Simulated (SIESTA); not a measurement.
Crystal: Ti.

```
Ti
1.0
     2.95000    0.00000    0.00000
    -1.47500    2.55477    0.00000
     0.00000    0.00000    4.68000
Ti
2
Direct
  0.66667 0.33333 0.75000
  0.33333 0.66667 0.25000
```

Program: SIESTA 5.4.2. Alike in all runs: task band structure; level PBEsol; no spin polarisation; cell as given; k mesh 10 × 10 × 6; smearing fermi-dirac 0.05 eV; grid cutoff 800 Ry; energy shift 0.003 Ry.

Question: Order these runs on this cell by their pressure, lowest first.
A. potentials or basis PseudoDojo 0.4 standard (PBEsol files), TZP (energy shift 0.003 Ry; two zetas on semicore shells)
B. potentials or basis PseudoDojo 0.4 standard (PBEsol files), DZ (energy shift 0.003 Ry; two zetas on semicore shells)
C. potentials or basis PseudoDojo 0.4 standard (PBEsol files), SZP (energy shift 0.003 Ry)
D. potentials or basis PseudoDojo 0.4 standard (PBEsol files), SZ (energy shift 0.003 Ry)

Answer: D (-14.3 GPa), B (-8.5 GPa), A (-5.6 GPa), C (-2.4 GPa).

Caveats: the basis of atomic orbitals isn't converged, which shifts pressures, moduli and gaps; the basis has no polarisation orbitals (some runs).
